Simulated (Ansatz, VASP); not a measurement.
## SiC in VASP and in Ansatz

Contents of INCAR:

```
SYSTEM = SiC
PREC = Accurate
ENCUT = 520
EDIFF = 1E-7
ISMEAR = 0
SIGMA = 0.01
LREAL = .FALSE.
LASPH = .TRUE.
NELM = 150
ALGO = Normal
ISIF = 2
LWAVE = .FALSE.
LCHARG = .FALSE.
MAGMOM = 0 0 0 0 0 0
LORBIT = 11
LSORBIT = .TRUE.
GGA_COMPAT = .FALSE.
LORBMOM = .TRUE.
GGA = PS
NBANDS = 20
```

The input KPOINTS:

```
regular mesh
0
G
  10 10 10
  0 0 0
```

The input POSCAR:

```
SiC
1.0
   -0.0102383534      2.1669114121      2.1865831700
    2.1669114121     -0.0102383534      2.1865831700
    2.1566730586      2.1566730586      0.0000000000
Si C
1 1
Direct
   -0.0004825142     -0.0004825142      0.0004825142
    0.2504825142      0.2504825142      0.2495174858
```

Input for Ansatz:

```yaml
crystal:
  lattice:
    - [-0.0102383534, 2.1669114121, 2.18658317]
    - [2.1669114121, -0.0102383534, 2.18658317]
    - [2.1566730586, 2.1566730586, 0.0]
  atoms:
    - { symbol: Si, position: [-0.0004825142, -0.0004825142, 0.0004825142] }
    - { symbol: C, position: [0.2504825142, 0.2504825142, 0.2495174858] }
basis:
  ecutwfc: 420
kpoints:
  mp_grid: { grid: [10, 10, 10] }
  band_path:
    path:
      - [0.0, 0.0, 0.0]
      - [0.0, 0.0, 0.0]
      - [0.0, 0.0, 0.0]
      - [0.0, 0.0, 0.0]
      - [0.0, 0.0, 0.0]
      - [0.0, 0.0, 0.0]
      - [0.0, 0.0, 0.0]
      - [0.0, 0.0, 0.0]
      - [0.0, 0.0, 0.0]
      - [0.0, 0.0, 0.0]
      - [0.0, 0.0, 0.0]
      - [0.0, 0.0, 0.0]
      - [0.0, 0.0, 0.0]
      - [0.0, 0.0, 0.0]
      - [0.0, 0.0, 0.0]
      - [0.0, 0.0, 0.0]
      - [0.0, 0.0, 0.0]
      - [0.0, 0.0, 0.0]
      - [0.0, 0.0, 0.0]
      - [0.0, 0.0, 0.0]
      - [0.0, 0.0, 0.0]
      - [0.0, 0.0, 0.0]
      - [0.0, 0.0, 0.0]
      - [0.0, 0.0, 0.0]
      - [0.0, 0.0, 0.0]
      - [0.0, 0.0, 0.0]
      - [0.3, 0.3, 0.0]
      - [0.3166666667, 0.3166666667, 0.0]
      - [0.3333333333, 0.3333333333, 0.0]
      - [0.35, 0.35, 0.0]
      - [0.3666666667, 0.3666666667, 0.0]
      - [0.3833333333, 0.3833333333, 0.0]
      - [0.4, 0.4, 0.0]
      - [0.4166666667, 0.4166666667, 0.0]
      - [0.4333333333, 0.4333333333, 0.0]
      - [0.45, 0.45, 0.0]
      - [0.4666666667, 0.4666666667, 0.0]
      - [0.4833333333, 0.4833333333, 0.0]
      - [0.5, 0.5, 0.0]
      - [0.0, 0.3, 0.3]
      - [0.0, 0.3166666667, 0.3166666667]
      - [0.0, 0.3333333333, 0.3333333333]
      - [0.0, 0.35, 0.35]
      - [0.0, 0.3666666667, 0.3666666667]
      - [0.0, 0.3833333333, 0.3833333333]
      - [0.0, 0.4, 0.4]
      - [0.0, 0.4166666667, 0.4166666667]
      - [0.0, 0.4333333333, 0.4333333333]
      - [0.0, 0.45, 0.45]
      - [0.0, 0.4666666667, 0.4666666667]
      - [0.0, 0.4833333333, 0.4833333333]
      - [0.0, 0.5, 0.5]
      - [0.5, 0.5, 0.5]
      - [0.5, 0.5, 0.5]
      - [0.5, 0.5, 0.5]
      - [0.5, 0.5, 0.5]
      - [0.5, 0.5, 0.5]
      - [0.5, 0.5, 0.5]
      - [0.5, 0.5, 0.5]
      - [0.5, 0.5, 0.5]
      - [0.5, 0.5, 0.5]
      - [0.5, 0.5, 0.5]
      - [0.5, 0.5, 0.5]
      - [0.5, 0.5, 0.5]
      - [0.5, 0.5, 0.5]
      - [0.0, 0.0, 0.5]
      - [0.0, 0.0, 0.5]
      - [0.0, 0.0, 0.5]
      - [0.0, 0.0, 0.5]
      - [0.0, 0.0, 0.5]
      - [0.0, 0.0, 0.5]
      - [0.0, 0.0, 0.5]
      - [0.0, 0.0, 0.5]
      - [0.0, 0.0, 0.5]
      - [0.0, 0.0, 0.5]
      - [0.0, 0.0, 0.5]
      - [0.0, 0.0, 0.5]
      - [0.0, 0.0, 0.5]
    npoints: 1
hamiltonian:
  xc: pbesol
  pseudopotentials: { kind: paw_fr, azcp: { folder: soft_1 } }
scf:
  occupations: { method: fixed }
  n_extra_bands: 10
output:
  eigenvalues: true
magnetization:
  noncollinear: true
  spin_orbit: true
```

Alike in both runs: task single point; functional PBEsol; k mesh 10 × 10 × 10; non-collinear spin, spin-orbit coupling.

|  | VASP | Ansatz |
| --- | --- | --- |
| version | VASP 6.6.1 | Ansatz 0.2.0 |
| potentials or method | VASP PAW PBE potentials, release 64 (Si, C) | plane waves, PAW |
| plane-wave cutoff (eV) | 520 | 420 |
| occupations | gaussian, width 0.01 eV | fixed |
| valence electrons in the cell | 8 | 8 |

```tsv
	VASP	Ansatz	Ansatz less VASP
gap on the k mesh at the Fermi level (eV)	1.13	1.14	+0.011
least direct gap on the mesh (eV)	4.35	4.37	+0.015
net moment per atom (μB)	0.00	0.00	0.000
```

Ansatz warned: «pseudo_functional_mismatch».
